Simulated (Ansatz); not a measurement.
Zn in Ansatz: convergence with ecutrho ratio

Input of the first run (ecutrho ratio 4); the others differ in this setting and in those tied to it:

The input input.yaml:

```yaml
crystal:
  lattice:
    - [0.0, 1.964776, 1.964776]
    - [1.964776, 0.0, 1.964776]
    - [1.964776, 1.964776, 0.0]
  atoms:
    - { symbol: Zn, position: [0.0, 0.0, 0.0] }
hamiltonian:
  xc: pbe
  pseudopotentials: { kind: paw }
kpoints:
  mp_grid: { grid: [10, 10, 10] }
scf:
  occupations: { method: gaussian, width: 0.1 }
output:
  forces: true
  stress: true
  eigenvalues: true
basis:
  ecutrho_ratio: 4
```

Potentials or basis: Ansatz PAW.

Launch:

```bash
$ ansatz run input.yaml --threads 2 --pin off --max-ram 5632MiB --backend cpu --events-out ev --progress --plain --runs-dir out
```

This isn't the form of Zn at room conditions, which is hcp.

Hardware: 2 threads of Arm Neoverse V1, on a shared host.

```
ecutrho ratio  energy less the tightest run, at zero smearing (meV/atom)  SCF cycles  CPU time (s)  peak memory (GiB)
            4                                                       0.00           6          0.69               0.25
            5                                                       0.00           6          0.72               0.25
            6                                                       0.00           6          0.72               0.25
            8                                                       0.00           6          0.76               0.26
           10                                                       0.00           6          0.78               0.27
           12                                                       0.00           6          0.87               0.28
```

Against the tightest run, the energy stays within 1 meV/atom from 4 on. The tightest run that finished is the yardstick and may itself not be fully converged.
